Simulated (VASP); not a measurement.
# From an Ansatz input to VASP: BN (rocksalt)

Ansatz input

```yaml
crystal:
  lattice:
    - [0.0, 1.745825935, 1.745825935]
    - [1.745825935, 0.0, 1.745825935]
    - [1.745825935, 1.745825935, 0.0]
  atoms:
    - { symbol: B, position: [0.0, 0.0, 0.0] }
    - { symbol: "N", position: [0.5, 0.5, 0.5] }
kpoints:
  mp_grid: { grid: [12, 12, 12] }
  band_path:
    path:
      - [0.0, 0.0, 0.0]
      - [0.5, 0.0, 0.5]
      - [0.625, 0.25, 0.625]
      - [0.375, 0.375, 0.75]
      - [0.5, 0.5, 0.5]
      - [0.5, 0.25, 0.75]
      - [0.0, 0.166667, -0.167969]
      - [0.0, 0.5, 0.5]
    npoints: 1
hamiltonian:
  xc: pbe
scf:
  occupations: { method: fermi_dirac, width: 0.02 }
  n_extra_bands: 4
output:
  forces: true
  stress: true
  eigenvalues: true
```

Task: Which VASP files do the same job?

Result: 

INCAR

```
LCHARG = .TRUE.
SIGMA = 0.02
LASPH = .TRUE.
ISMEAR = -1
LELF = .TRUE.
LREAL = .FALSE.
ENCUT = 520
NELM = 120
NSW = 0
ISIF = 2
LWAVE = .FALSE.
GGA = PE
NBANDS = 11
EDIFF = 1E-7
IBRION = -1
PREC = Accurate
```

KPOINTS

```
KPOINTS created by Atomic Simulation Environment
0
Gamma
12 12 12
0 0 0
```

KPOINTS_OPT

```
special points
8
Reciprocal
0.0000000000 0.0000000000 0.0000000000 1
0.5000000000 0.0000000000 0.5000000000 1
0.6250000000 0.2500000000 0.6250000000 1
0.3750000000 0.3750000000 0.7500000000 1
0.5000000000 0.5000000000 0.5000000000 1
0.5000000000 0.2500000000 0.7500000000 1
0.0000000000 0.1666670000 -0.1679690000 1
0.0000000000 0.5000000000 0.5000000000 1
```

POSCAR

```
B  N
 1.0000000000000000
    -0.0000000000000000    1.7458259349545111    1.7458259349545111
     1.7458259349545111   -0.0000000000000000    1.7458259349545111
     1.7458259349545111    1.7458259349545111   -0.0000000000000000
 B   N
   1   1
Cartesian
 -0.0000000000000000 -0.0000000000000000 -0.0000000000000000
  1.7458259349545109  1.7458259349545109  1.7458259349545109
```

VASP ran with the recommended PBE PAW datasets (8 valence electrons in the cell). Other inputs would serve too.

```csv
,Ansatz,VASP
gap between bands v and c,1.20 eV,1.20 eV
least direct gap,5.86 eV,5.85 eV
pressure,3.9 GPa,3.9 GPa
```

Datasets and cutoffs are each program's own. VASP's cell holds 8 valence electrons and Ansatz's 8. Ansatz's stress includes a Pulay correction; VASP's doesn't.
